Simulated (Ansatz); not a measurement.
# Tin, dhcp under RPBE: structure, energy and stiffness

What does RPBE give for tin in the dhcp structure? We relax it, solve it on a dense k-mesh, then scale the cell to 7 volumes from 88 to 112 % of the relaxed one and try a fit of the equation of state. Spin polarisation is left out. The k-meshes are 11×11×3 for the relaxation; 14×14×4 for the dense run; 12×12×4 for the volumes.

Computed with Ansatz 0.2.0 (DFT RPBE, plane waves (420 eV) with PAW, scalar-relativistic; the PAW data stem from PBE, with regenerated cores, unless a step says otherwise).

### Step 1. The structure to begin with

The structure is hexagonal, space group P6_3/mmc (No. 194). The conventional cell has a = 3.410 Å, b = 3.410 Å, c = 11.137 Å, α = 90.00°, β = 90.00°, γ = 120.00°. Sn (site symmetry -3m) is surrounded by 12 Sn at 3.41 Å. Sn (site symmetry -6m2) has 12 Sn at 3.41 Å as nearest neighbours.

Structure file:

```cif
data_structure
_symmetry_space_group_name_H-M 'P 1'
_symmetry_Int_Tables_number 1
_cell_length_a 3.4099
_cell_length_b 3.4099
_cell_length_c 11.1366
_cell_angle_alpha 90.000
_cell_angle_beta 90.000
_cell_angle_gamma 120.000
_cell_volume 112.14
loop_
_atom_site_label
_atom_site_type_symbol
_atom_site_fract_x
_atom_site_fract_y
_atom_site_fract_z
_atom_site_occupancy
Sn1 Sn 0.00000 0.00000 0.00000 1
Sn2 Sn 0.00000 0.00000 0.50000 1
Sn3 Sn 0.33333 0.66667 0.25000 1
Sn4 Sn 0.66667 0.33333 0.75000 1
```

### Step 2. Geometry optimisation

The input, input.yaml:

```yaml
crystal:
  lattice:
    - [3.4098662044, 0.0, 0.0]
    - [-1.7049331022, 2.9530307565, 0.0]
    - [0.0, 0.0, 11.1366230234]
  atoms:
    - { symbol: Sn, position: [0.0, 0.0, 0.0] }
    - { symbol: Sn, position: [0.0, 0.0, 0.5] }
    - { symbol: Sn, position: [0.3333333333, 0.6666666667, 0.25] }
    - { symbol: Sn, position: [0.6666666667, 0.3333333333, 0.75] }
hamiltonian:
  xc: rpbe
  pseudopotentials:
    kind: paw
    azcp:
      Sn: "pseudopotentials/Sn.paw.azcp"
basis:
  ecutwfc: 420
  fft_grid_basis: typed
kpoints:
  mp_grid: { grid: [11, 11, 3], shift: [0, 0, 0] }
magnetization:
  spin_polarized: false
scf:
  occupations: { method: fermi_dirac, width: 0.1 }
relax:
  max_steps: 60
  f_tol: 0.01
  cell: {}
```

Log, shortened:

```text
Warning: RAYON_NUM_THREADS=2 ignored (pool sized by the plan → 2); use --threads N
[...]
Pseudopotentials: kind: paw
Pseudopotential: Sn, paw, valence charge 14, recommended cutoff 420 eV (normal), <dir>
Functional definition: RPBE
[...]
Crystal: 4 atoms, lattice volume = 112.140 Å³
Basis set: ecut = 420 eV, 2173 PW (Γ), exchange–correlation on 48×48×150 points (8 copies of the dense FFT grid, shifted against one another)
Bands: 34, of which v1, the nominal top of the filled ones, is band 28 counted from 1 (27 counted from 0)
Symmetry: 24 space group operations
Space group: P63/mmc (ITA 194), of the structure as read, at distance tolerance 4.8e-5 Å
k-points: 32 of 363
[...]
SCF iter   1: F=—  HF=-24130.865773 eV  |F-HF|=—  |Δ(HF+E_count)|=         —  Δρ=2.75e-3  dr2=5.69e-3  ethr=1.77e-3  ⟨swp⟩=7.1  Hψ=4717  notcnv=0
[...]
relax step   1: F+E_penalty+E_count = -24130.86163736 eV  Δ(F+E_penalty+E_count) = +0.000e0 eV  max|allowed force component| = 3.469e-17 eV/Å  Δτ_max = 0.0000 Å  P = +1.057 GPa  Ω = 112.140 Å³  (6 SCF iters, dr2 threshold 1.00e-7 eV, accepted)
[...]
relax step   3: F+E_penalty+E_count = -24130.87149663 eV  Δ(F+E_penalty+E_count) = -3.987e-4 eV  max|allowed force component| = 2.660e-17 eV/Å  Δτ_max = 0.0000 Å  P = -0.013 GPa  Ω = 114.770 Å³  energy of the carried Pulay correction = -5.944e-4 eV  (3 SCF iters, dr2 threshold 9.15e-8 eV, accepted)
[...]
relax step   4: F+E_penalty+E_count = -24130.87207860 eV  Δ(F+E_penalty+E_count) = -5.820e-4 eV  max|allowed force component| = 2.660e-17 eV/Å  Δτ_max = 0.0000 Å  P = -0.015 GPa  Ω = 114.770 Å³  stress off target by 2.04e-2 GPa  SCF on the basis re-selected at this cell (its energy is not [...]
SCF converged after 5 iterations
Free energy (F): -24130.872079 eV
[...]
E sigma→0 (E₀):  -24130.840149 eV
Entropy (-TS):   -0.063860 eV (-15.965 meV/atom)
Fermi energy:    10.253353 eV
[...]
--- Forces (eV/Å), atoms counted from 1 ---
  atom   1  Sn    -0.00000000    -0.00000000    -0.00000000
  atom   2  Sn     0.00000000     0.00000000     0.00000000
  atom   3  Sn     0.00000000    -0.00000000     0.00000000
  atom   4  Sn     0.00000000     0.00000000    -0.00000000
[...]
--- Stress (GPa, compression-positive) ---
       -0.020441       0.000000       0.000000
        0.000000      -0.020441       0.000000
        0.000000       0.000000      -0.005056
  P = ⅓ Tr σ = -0.0153 GPa (-0.153 kbar)
--- Relaxed structure (3 steps of the walk, 3 accepted, 1 SCFs on fresh bases) ---
  F+E_penalty+E_count = -24130.87207860 eV   max|allowed force component| = 2.660e-17 eV/Å   (the final SCF, on the basis selected at the relaxed cell)
  cell:  # Å, volume = 114.7704 Å³
    - [3.4241921243715505, 0.0, 1.3618362228823675e-34]
    - [-1.7120960621857753, 2.9654373671443666, 8.915949083054522e-35]
    - [1.482585701292708e-34, 5.930342805170832e-34, 11.302722953047338]
  atoms:
    - { symbol: Sn, position: [2.640608821994197e-35, 2.40494165334244e-34, -3.6028462509470606e-37] }
    - { symbol: Sn, position: [4.27952599063555e-35, 2.5679885450944705e-34, 0.5] }
    - { symbol: Sn, position: [0.33333333333333337, 0.6666666666666669, 0.25] }
    - { symbol: Sn, position: [0.6666666666666667, 0.33333333333333337, 0.75] }
```

It took 9.8 s on 2 threads of an Arm CPU, shared host; peak memory 0.42 GiB.

The steps of the relaxation:

```
step  energy change (meV/atom)  largest force (eV/Å)  pressure (GPa)  volume (Å³/atom)
   1                      0.00                0.0000            1.06            28.035
   2                     -2.37                0.0000           -0.19            28.810
   3                     -2.46                0.0000           -0.01            28.693
   4                     -2.61                0.0000           -0.02            28.693
```

Steps that repeat a cell are solved on a basis chosen anew, so their changes of energy are no gain of the relaxation.

The cell of the run, before and after:

|  | before | after | change |
| --- | --- | --- | --- |
| a (Å) | 3.410 | 3.424 | +0.4 % |
| b (Å) | 3.410 | 3.424 | +0.4 % |
| c (Å) | 11.137 | 11.303 | +1.5 % |
| volume (Å³/atom) | 28.035 | 28.693 | +2.3 % |
| shortest distance (Å) | 3.410 | 3.424 | +0.4 % |
| space group (spins left aside) | P6_3/mmc | P6_3/mmc | same |

### Step 3. Single point on a dense mesh

The input, input.yaml:

```yaml
crystal:
  lattice:
    - [3.4241921244, 0.0, 0.0]
    - [-1.7120960622, 2.9654373671, 0.0]
    - [0.0, 0.0, 11.302722953]
  atoms:
    - { symbol: Sn, position: [0.0, 0.0, 1.0] }
    - { symbol: Sn, position: [0.0, 0.0, 0.5] }
    - { symbol: Sn, position: [0.3333333333, 0.6666666667, 0.25] }
    - { symbol: Sn, position: [0.6666666667, 0.3333333333, 0.75] }
hamiltonian:
  xc: rpbe
  pseudopotentials:
    kind: paw
    azcp:
      Sn: "pseudopotentials/Sn.paw.azcp"
basis:
  ecutwfc: 420
  fft_grid_basis: typed
kpoints:
  mp_grid: { grid: [14, 14, 4], shift: [0, 0, 0] }
magnetization:
  spin_polarized: false
scf:
  occupations: { method: fermi_dirac, width: 0.1 }
```

Log, shortened:

```text
Warning: RAYON_NUM_THREADS=2 ignored (pool sized by the plan → 2); use --threads N
[...]
[... 3 set-up lines as earlier in the session ...]
[...]
Crystal: 4 atoms, lattice volume = 114.770 Å³
Basis set: ecut = 420 eV, 2221 PW (Γ)
Bands: 32, of which v1, the nominal top of the filled ones, is band 28 counted from 1 (27 counted from 0)
[... 1 set-up line as earlier in the session ...]
Space group: P63/mmc (ITA 194), of the structure as read, at distance tolerance 4.9e-5 Å
k-points: 72 of 784
[...]
SCF iter   1: F=—  HF=-24130.860090 eV  |F-HF|=—  |Δ(HF+E_count)|=         —  Δρ=2.57e-3  dr2=4.19e-3  ethr=1.77e-3  ⟨swp⟩=7.5  Hψ=20824  notcnv=0
[...]
SCF iter   6: F=-24130.856183 eV  HF=-24130.856183 eV  |F-HF|=7.00e-9  |Δ(HF+E_count)|=   8.35e-9  Δρ=2.89e-6  dr2=1.36e-8  ethr=1.57e-10  ⟨swp⟩=1.0  Hψ=7352  notcnv=0
[...]
SCF converged after 6 iterations
Free energy (F): -24130.856183 eV
[...]
E sigma→0 (E₀):  -24130.820586 eV
Entropy (-TS):   -0.071193 eV (-17.798 meV/atom)
Fermi energy:    10.239311 eV
[...]
```

Wall time 6.5 s (2 threads of an Arm CPU, shared host); peak memory 0.49 GiB.

### Step 4. Equation of state: 88 %

Edit input.yaml of step 3 so:

```diff
@@ -2,5 +2,5 @@
   lattice:
-    - [3.4241921244, 0.0, 0.0]
-    - [-1.7120960622, 2.9654373671, 0.0]
-    - [0.0, 0.0, 11.302722953]
+    - [3.2813484278, 0.0, 0.0]
+    - [-1.6406742139, 2.8417310972, 0.0]
+    - [0.0, 0.0, 10.8312182392]
   atoms:
@@ -20,3 +20,3 @@
 kpoints:
-  mp_grid: { grid: [14, 14, 4], shift: [0, 0, 0] }
+  mp_grid: { grid: [12, 12, 4], shift: [0, 0, 0] }
 magnetization:
@@ -25 +25,4 @@
   occupations: { method: fermi_dirac, width: 0.1 }
+  lower_state_search: "off"
+output:
+  stress: true
```

Log, shortened:

```text
Warning: RAYON_NUM_THREADS=2 ignored (pool sized by the plan → 2); use --threads N
[...]
[... 3 set-up lines as earlier in the session ...]
[...]
Crystal: 4 atoms, lattice volume = 100.998 Å³
Basis set: ecut = 420 eV, 2017 PW (Γ)
Bands: 32, of which v1, the nominal top of the filled ones, is band 28 counted from 1 (27 counted from 0)
[... 1 set-up line as earlier in the session ...]
Space group: P63/mmc (ITA 194), of the structure as read, at distance tolerance 4.7e-5 Å
k-points: 57 of 576
[...]
SCF iter   1: F=—  HF=-24130.543326 eV  |F-HF|=—  |Δ(HF+E_count)|=         —  Δρ=3.26e-3  dr2=6.58e-3  ethr=1.77e-3  ⟨swp⟩=7.4  Hψ=16670  notcnv=0  defer=1
[...]
SCF iter   6: F=-24130.538877 eV  HF=-24130.538877 eV  |F-HF|=4.19e-9  |Δ(HF+E_count)|=   2.40e-8  Δρ=2.35e-6  dr2=8.50e-9  ethr=1.79e-10  ⟨swp⟩=4.3  Hψ=6453  notcnv=0
[...]
SCF converged after 6 iterations
Free energy (F): -24130.538877 eV
[...]
E sigma→0 (E₀):  -24130.497134 eV
Entropy (-TS):   -0.083485 eV (-20.871 meV/atom)
Fermi energy:    12.139912 eV
[...]
--- Stress (GPa, compression-positive) ---
        7.719385      -0.000000       0.000000
        0.000000       7.719385      -0.000000
        0.000000      -0.000000       7.309734
  P = ⅓ Tr σ = 7.5828 GPa (75.828 kbar)
```

Wall time 5.2 s (2 threads of an Arm CPU, shared host); peak memory 0.44 GiB.

### Step 5. Equation of state: 92 %

Edit input.yaml of step 4 so:

```diff
@@ -2,5 +2,5 @@
   lattice:
-    - [3.2813484278, 0.0, 0.0]
-    - [-1.6406742139, 2.8417310972, 0.0]
-    - [0.0, 0.0, 10.8312182392]
+    - [3.330330999, 0.0, 0.0]
+    - [-1.6651654995, 2.8841512481, 0.0]
+    - [0.0, 0.0, 10.99290205]
   atoms:
```

Log, shortened:

```text
Warning: RAYON_NUM_THREADS=2 ignored (pool sized by the plan → 2); use --threads N
[...]
[... 3 set-up lines as earlier in the session ...]
[...]
Crystal: 4 atoms, lattice volume = 105.589 Å³
Basis set: ecut = 420 eV, 2089 PW (Γ)
Bands: 32, of which v1, the nominal top of the filled ones, is band 28 counted from 1 (27 counted from 0)
[... 2 set-up lines as earlier in the session ...]
k-points: 57 of 576
[...]
SCF iter   1: F=—  HF=-24130.714781 eV  |F-HF|=—  |Δ(HF+E_count)|=         —  Δρ=3.13e-3  dr2=6.04e-3  ethr=1.77e-3  ⟨swp⟩=7.4  Hψ=16577  notcnv=0  defer=2
[...]
SCF iter   6: F=-24130.710857 eV  HF=-24130.710857 eV  |F-HF|=4.08e-9  |Δ(HF+E_count)|=   2.82e-8  Δρ=2.28e-6  dr2=8.73e-9  ethr=1.79e-10  ⟨swp⟩=4.2  Hψ=6758  notcnv=0
[...]
SCF converged after 6 iterations
Free energy (F): -24130.710857 eV
[...]
E sigma→0 (E₀):  -24130.668403 eV
Entropy (-TS):   -0.084909 eV (-21.227 meV/atom)
Fermi energy:    11.443192 eV
[...]
--- Stress (GPa, compression-positive) ---
        4.635304       0.000000       0.000000
        0.000000       4.635304       0.000000
        0.000000       0.000000       4.346379
  P = ⅓ Tr σ = 4.5390 GPa (45.390 kbar)
```

Wall time 5.4 s (2 threads of an Arm CPU, shared host); peak memory 0.45 GiB.

[end of part 1 of 2]
